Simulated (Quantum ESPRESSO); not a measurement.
# C in Quantum ESPRESSO: relaxation of the atoms with PBE

Aim: the relaxation of the atoms of C with PBE.

Everything below comes from runs of Quantum ESPRESSO 7.5. Logs are shortened: lines on timing, memory, paths and dates and some standing lists are left out, and cuts for length are marked.

## Step 1: Starting point

The cell holds a sheet with vacuum, 2 atoms: a = 2.461 Å, b = 2.461 Å, c = 16.000 Å, α = 90.00°, β = 90.00°, γ = 120.00°.

The cell was built by a generator and needn't be a form met in nature.

## Step 2: Relaxation of the atoms, PBE

Contents of pw.in:

```
&CONTROL
  calculation = 'relax'
  prefix = 'pwscf'
  outdir = './tmp'
  pseudo_dir = './pseudo'
  tprnfor = .true.
  disk_io = 'low'
  nstep = 40
  forc_conv_thr = 0.0004
  etot_conv_thr = 1d-05
/
&SYSTEM
  ibrav = 0
  nat = 2
  ntyp = 1
  ecutwfc = 55
  ecutrho = 440
  nbnd = 9
  occupations = 'smearing'
  smearing = 'mv'
  degauss = 0.00734986
/
&ELECTRONS
  conv_thr = 4d-10
  electron_maxstep = 120
  mixing_beta = 0.5
/
&IONS
  ion_dynamics = 'bfgs'
/
ATOMIC_SPECIES
C     12.0110 C.pbe-n-kjpaw_psl.1.0.0.UPF
CELL_PARAMETERS angstrom
   2.4610000000    0.0000000000    0.0000000000
  -1.2305000000    2.1312885187    0.0000000000
   0.0000000000    0.0000000000   16.0000000000
ATOMIC_POSITIONS crystal
C      0.0000000000    0.0000000000    0.5000000000
C      0.3333333333    0.6666666667    0.5000000000
K_POINTS automatic
18 18 1 0 0 0
```

Potentials or basis: SSSP 1.3 efficiency PBE.

Run with:

```sh
$ OMP_NUM_THREADS=1 pw.x -in pw.in > pw.out
```

pw.out:

```text
This program is part of the open-source Quantum ESPRESSO suite
     for quantum simulation of materials; please cite
         "P. Giannozzi et al., J. Phys.:Condens. Matter 21 395502 (2009);
         "P. Giannozzi et al., J. Phys.:Condens. Matter 29 465901 (2017);
         "P. Giannozzi et al., J. Chem. Phys. 152 154105 (2020);
     in publications or presentations arising from this work. More details at

     file C.pbe-n-kjpaw_psl.1.0.0.UPF: wavefunction(s)  2S 2P renormalized
     Message from routine setup:
     using ibrav=0 with symmetry is DISCOURAGED, use correct ibrav instead

     G-vector sticks info
     --------------------
     sticks:   dense  smooth     PW     G-vecs:    dense   smooth      PW
     Sum         649     313    109                88257    30935    5505

     Using Slab Decomposition

     bravais-lattice index     =            0
     lattice parameter (alat)  =       4.6506  a.u.
     unit-cell volume          =     566.3311 (a.u.)^3
     number of atoms/cell      =            2
     number of atomic types    =            1
     number of electrons       =         8.00
     number of Kohn-Sham states=            9
     kinetic-energy cutoff     =      55.0000  Ry
     charge density cutoff     =     440.0000  Ry
     scf convergence threshold =      4.0E-10
     mixing beta               =       0.5000
     number of iterations used =            8  plain     mixing
     energy convergence thresh.=      1.0E-05
     force convergence thresh. =      4.0E-04
     Exchange-correlation= SLA  PW   PBX  PBC
                           (   1   4   3   4   0   0   0)
     nstep                     =           40

     celldm(1)=   4.650616  celldm(2)=   0.000000  celldm(3)=   0.000000
     celldm(4)=   0.000000  celldm(5)=   0.000000  celldm(6)=   0.000000

     crystal axes: (cart. coord. in units of alat)
               a(1) = (   1.000000   0.000000   0.000000 )
               a(2) = (  -0.500000   0.866025   0.000000 )
               a(3) = (   0.000000   0.000000   6.501422 )

     reciprocal axes: (cart. coord. in units 2 pi/alat)
               b(1) = (  1.000000  0.577350 -0.000000 )
               b(2) = (  0.000000  1.154701  0.000000 )
               b(3) = (  0.000000 -0.000000  0.153812 )

     PseudoPot. # 1 for C  read from file:
     C.pbe-n-kjpaw_psl.1.0.0.UPF
     Pseudo is Projector augmented-wave + core cor, Zval =  4.0
     Generated using "atomic" code by A. Dal Corso  v.5.1
     Shape of augmentation charge: PSQ
     Using radial grid of 1073 points,  4 beta functions with:
                l(1) =   0
                l(2) =   0
                l(3) =   1
                l(4) =   1
     Q(r) pseudized with 0 coefficients

     atomic species   valence    mass     pseudopotential
     C                 4.00    12.01100     C ( 1.00)

     24 Sym. Ops., with inversion, found (12 have fractional translation)

   Cartesian axes

     site n.     atom                  positions (alat units)
         1        C      tau(   1) = (   0.0000000   0.0000000   3.2507111  )
         2        C      tau(   2) = (  -0.0000000   0.5773503   3.2507111  )

     number of k points=    37  Marzari-Vanderbilt smearing, width (Ry)=  0.0073
                       cart. coord. in units 2pi/alat
        k(    1) = (   0.0000000   0.0000000   0.0000000), wk =   0.0061728
        k(    2) = (   0.0000000   0.0641500   0.0000000), wk =   0.0370370
        k(    3) = (   0.0000000   0.1283001   0.0000000), wk =   0.0370370
        k(    4) = (   0.0000000   0.1924501   0.0000000), wk =   0.0370370
        k(    5) = (   0.0000000   0.2566001   0.0000000), wk =   0.0370370
        k(    6) = (   0.0000000   0.3207501   0.0000000), wk =   0.0370370
[... 29 lines left out ...]
        k(   36) = (   0.2777778   0.5452753   0.0000000), wk =   0.0740741
        k(   37) = (   0.3333333   0.5773503   0.0000000), wk =   0.0123457

     Dense  grid:    88257 G-vectors     FFT dimensions: (  36,  36, 216)

     Smooth grid:    30935 G-vectors     FFT dimensions: (  24,  24, 144)

     Initial potential from superposition of free atoms

     starting charge       7.9999, renormalised to       8.0000

     negative rho (up, down):  3.725E-06 0.000E+00
     Starting wfcs are    8 randomized atomic wfcs +    1 random wfcs

     Self-consistent Calculation

     iteration #  1     ecut=    55.00 Ry     beta= 0.50
     Davidson diagonalization with overlap
     ethr =  1.00E-02,  avg # of iterations =  7.8

     negative rho (up, down):  1.052E-05 0.000E+00

     total energy              =     -36.87763174 Ry
     estimated scf accuracy    <       0.20193905 Ry

     iteration #  2     ecut=    55.00 Ry     beta= 0.50
     Davidson diagonalization with overlap
     ethr =  2.52E-03,  avg # of iterations =  2.9

     negative rho (up, down):  2.775E-05 0.000E+00

     total energy              =     -36.88415209 Ry
     estimated scf accuracy    <       0.01816246 Ry

     iteration #  3     ecut=    55.00 Ry     beta= 0.50
     Davidson diagonalization with overlap
     c_bands:  1 eigenvalues not converged
     ethr =  2.27E-04,  avg # of iterations =  7.4

     negative rho (up, down):  3.412E-05 0.000E+00

     total energy              =     -36.88712244 Ry
     estimated scf accuracy    <       0.00058777 Ry

     iteration #  4     ecut=    55.00 Ry     beta= 0.50
     Davidson diagonalization with overlap
     ethr =  7.35E-06,  avg # of iterations =  5.9

     negative rho (up, down):  2.919E-05 0.000E+00

     total energy              =     -36.88715205 Ry
     estimated scf accuracy    <       0.00008293 Ry

     iteration #  5     ecut=    55.00 Ry     beta= 0.50
     Davidson diagonalization with overlap
     ethr =  1.04E-06,  avg # of iterations =  3.5

     negative rho (up, down):  2.821E-05 0.000E+00

     total energy              =     -36.88716824 Ry
     estimated scf accuracy    <       0.00000065 Ry

     iteration #  6     ecut=    55.00 Ry     beta= 0.50
     Davidson diagonalization with overlap
     ethr =  8.09E-09,  avg # of iterations =  2.4

     negative rho (up, down):  2.818E-05 0.000E+00

     total energy              =     -36.88716839 Ry
     estimated scf accuracy    <       0.00000014 Ry

     iteration #  7     ecut=    55.00 Ry     beta= 0.50
     Davidson diagonalization with overlap
     ethr =  1.79E-09,  avg # of iterations =  2.0

     negative rho (up, down):  2.849E-05 0.000E+00

     End of self-consistent calculation

          k = 0.0000 0.0000 0.0000 (  3983 PWs)   bands (ev):

   -21.4307  -9.5158  -4.9041  -4.9041   1.3519   2.1817   2.4925   4.1412
     4.8916

          k = 0.0000 0.0642 0.0000 (  3959 PWs)   bands (ev):

   -21.3576  -9.4282  -5.2025  -5.0615   1.4514   2.2823   2.5939   4.2412
     4.9906

          k = 0.0000 0.1283 0.0000 (  3961 PWs)   bands (ev):

   -21.1385  -9.1663  -6.0222  -5.4797   1.7502   2.5838   2.8980   4.5409
     5.2872

          k = 0.0000 0.1925 0.0000 (  3947 PWs)   bands (ev):

   -20.7745  -8.7333  -7.1997  -6.0424   2.2480   3.0854   3.4049   5.0387
     5.7769

          k = 0.0000 0.2566 0.0000 (  3913 PWs)   bands (ev):

   -20.2675  -8.5783  -8.1356  -6.6404   2.9441   3.7834   4.1144   5.7115
     6.2235

          k = 0.0000 0.3208 0.0000 (  3908 PWs)   bands (ev):

   -19.6205 -10.0432  -7.3849  -7.1974   3.8367   4.5013   4.8476   5.0249
     6.1374

          k = 0.0000 0.3849 0.0000 (  3902 PWs)   bands (ev):

   -18.8385 -11.5169  -7.6654  -6.5043   3.0824   4.9190   5.8091   5.9133
     6.1646

          k = 0.0000 0.4491 0.0000 (  3896 PWs)   bands (ev):

   -17.9310 -12.9446  -8.0157  -5.5458   1.5997   5.7176   6.2437   7.0959
     7.4639

          k = 0.0000 0.5132 0.0000 (  3864 PWs)   bands (ev):

   -16.9276 -14.2697  -8.2315  -4.6530   0.3731   5.6292   7.6905   8.5699
     8.9800

          k = 0.0000-0.5774 0.0000 (  3832 PWs)   bands (ev):

   -16.1635 -15.1424  -8.3043  -4.2255  -0.1686   5.5934   9.2561   9.4021
    10.1081

          k = 0.0556 0.0962 0.0000 (  3973 PWs)   bands (ev):

   -21.2114  -9.2534  -5.7345  -5.3766   1.6506   2.4833   2.7966   4.4411
     5.1887

          k = 0.0556 0.1604 0.0000 (  3941 PWs)   bands (ev):

   -20.9199  -8.9059  -6.6802  -5.9209   2.0491   2.8850   3.2022   4.8402
     5.5847

          k = 0.0556 0.2245 0.0000 (  3923 PWs)   bands (ev):

   -20.4844  -8.3902  -7.9161  -6.5446   2.6463   3.4857   3.8105   5.4346
     6.1677

          k = 0.0556 0.2887 0.0000 (  3915 PWs)   bands (ev):

   -19.9074  -9.3116  -7.7150  -7.1491   3.4411   4.2736   4.6211   5.3503
     6.2515

          k = 0.0556 0.3528 0.0000 (  3905 PWs)   bands (ev):

   -19.1928 -10.7657  -7.6770  -6.8963   3.7995   4.4310   5.3109   5.6312
     6.3571

          k = 0.0556 0.4170 0.0000 (  3885 PWs)   bands (ev):

   -18.3475 -12.2085  -8.0945  -5.9675   2.2918   5.6007   6.1724   6.4951
     6.8598

          k = 0.0556 0.4811 0.0000 (  3870 PWs)   bands (ev):

   -17.3866 -13.5857  -8.3817  -5.0121   0.9159   5.9980   7.0126   7.8733
     8.2726

          k = 0.0556 0.5453 0.0000 (  3855 PWs)   bands (ev):

   -16.3900 -14.7954  -8.5279  -4.2771  -0.0384   5.9308   8.5569   9.4158
     9.8865

          k = 0.1111 0.1925 0.0000 (  3921 PWs)   bands (ev):

   -20.5569  -8.4754  -7.5818  -6.6300   2.5471   3.3861   3.7093   5.3377
     6.0810

          k = 0.1111 0.2566 0.0000 (  3906 PWs)   bands (ev):

   -20.0514  -8.7213  -7.8812  -7.3750   3.2435   4.0845   4.4191   5.7429
     6.0390

          k = 0.1111 0.3208 0.0000 (  3912 PWs)   bands (ev):

   -19.4067 -10.0383  -8.0191  -7.1347   4.1366   4.3395   5.0003   5.3312
     6.9228

          k = 0.1111 0.3849 0.0000 (  3904 PWs)   bands (ev):

   -18.6282 -11.4276  -8.5312  -6.2579   2.8964   5.2232   6.0814   6.4426
     7.1567

          k = 0.1111 0.4491 0.0000 (  3879 PWs)   bands (ev):

   -17.7259 -12.8062  -8.9026  -5.3000   1.4850   6.4866   7.0027   7.3549
     7.7690

          k = 0.1111 0.5132 0.0000 (  3882 PWs)   bands (ev):

   -16.7303 -14.1017  -9.1280  -4.3981   0.2930   6.8650   7.9783   8.7849
     9.2815

          k = 0.1111 0.5774 0.0000 (  3870 PWs)   bands (ev):

   -15.9758 -14.9583  -9.2035  -3.9579  -0.2470   6.8315   9.5131   9.6770
    10.0512

          k = 0.1667 0.2887 0.0000 (  3907 PWs)   bands (ev):

   -19.4782  -9.6420  -8.3006  -7.2147   4.0382   4.5612   4.8798   5.2304
     6.8154

          k = 0.1667 0.3528 0.0000 (  3913 PWs)   bands (ev):

   -18.7695 -10.7565  -9.0673  -6.4056   3.2683   5.0280   5.8653   6.2437
     7.7820

          k = 0.1667 0.4170 0.0000 (  3903 PWs)   bands (ev):

   -17.9328 -12.0151  -9.6016  -5.4838   1.9386   6.2082   7.0284   7.4567
     8.3768

          k = 0.1667 0.4811 0.0000 (  3876 PWs)   bands (ev):

   -16.9850 -13.2949  -9.9392  -4.5221   0.6801   7.5641   8.2497   8.3256
     8.8798

          k = 0.1667 0.5453 0.0000 (  3885 PWs)   bands (ev):

   -16.0076 -14.4510 -10.1041  -3.7540  -0.2448   8.1539   9.1103   9.5273
    10.4820

          k = 0.2222 0.3849 0.0000 (  3905 PWs)   bands (ev):

   -18.0022 -11.5562 -10.0411  -5.5467   2.1164   6.1109   6.9149   7.3572
     8.7873

          k = 0.2222 0.4491 0.0000 (  3893 PWs)   bands (ev):

   -17.1169 -12.5594 -10.7016  -4.5968   0.9435   7.3769   8.0719   8.6696
     9.8143

          k = 0.2222 0.5132 0.0000 (  3884 PWs)   bands (ev):

   -16.1465 -13.6774 -11.0425  -3.6628  -0.1322   8.8009   9.0283   9.7077
    10.1873

          k = 0.2222 0.5774 0.0000 (  3868 PWs)   bands (ev):

   -15.4137 -14.4717 -11.1470  -3.1604  -0.6835   9.2958   9.6375  10.2305
    10.4803

          k = 0.2778 0.4811 0.0000 (  3886 PWs)   bands (ev):

   -16.2016 -13.1875 -11.5861  -3.6403  -0.0682   8.7081   8.8318  10.0758
    10.4615

          k = 0.2778 0.5453 0.0000 (  3892 PWs)   bands (ev):

   -15.2628 -14.0049 -12.0186  -2.7591  -0.9720   8.9185  10.1210  10.9658
    11.4023

          k = 0.3333 0.5774 0.0000 (  3912 PWs)   bands (ev):

   -14.4811 -14.4811 -12.4692  -1.8514  -1.8514   8.7739  11.0671  11.0671
    11.6516

     the Fermi energy is    -1.8375 ev

!    total energy              =     -36.88716842 Ry
     total all-electron energy =      -152.415364 Ry
     estimated scf accuracy    <          3.4E-10 Ry
     smearing contrib. (-TS)   =      -0.00002978 Ry
     internal energy E=F+TS    =     -36.88713864 Ry

     The total energy is F=E-TS. E is the sum of the following terms:
     one-electron contribution =    -170.86590152 Ry
     hartree contribution      =      87.01224189 Ry
     xc contribution           =      -9.28297585 Ry
     ewald contribution        =      68.58371664 Ry
     one-center paw contrib.   =     -12.33421981 Ry

     convergence has been achieved in   7 iterations

     negative rho (up, down):  2.849E-05 0.000E+00

     Forces acting on atoms (cartesian axes, Ry/au):

     atom    1 type  1   force =    -0.00000000    0.00000000    0.00000000
     atom    2 type  1   force =     0.00000000   -0.00000000    0.00000000

     Total force =     0.000000     Total SCF correction =     0.000000

     BFGS Geometry Optimization
     Energy error            =      5.9E-52 Ry
     Gradient error          =      1.7E-26 Ry/Bohr

     bfgs converged in   1 scf cycles and   0 bfgs steps
     (criteria: energy <  1.0E-05 Ry, force <  4.0E-04 Ry/Bohr)

     End of BFGS Geometry Optimization

     Final energy             =     -36.8871684234 Ry
Begin final coordinates

ATOMIC_POSITIONS (crystal)
C                0.0000000000        0.0000000000        0.5000000000
C                0.3333333333        0.6666666667        0.5000000000
End final coordinates

=------------------------------------------------------------------------------=
   JOB DONE.
=------------------------------------------------------------------------------=
```

It took 32 s on 1 thread of AMD EPYC, shared host; peak memory 0.14 GiB.

What came out:

| Item | Value |
| --- | --- |
| Free energy | -501.8755 eV |
| Band gap on the k mesh | none (metal or under the smearing width) |

Final structure:
```
C
1.0
     2.46100    0.00000    0.00000
    -1.23050    2.13129    0.00000
     0.00000    0.00000   16.00000
C
2
Direct
  0.00000 0.00000 0.50000
  0.33333 0.66667 0.50000
```

Caveat: the relaxation stopped at its first step, so nothing moved.
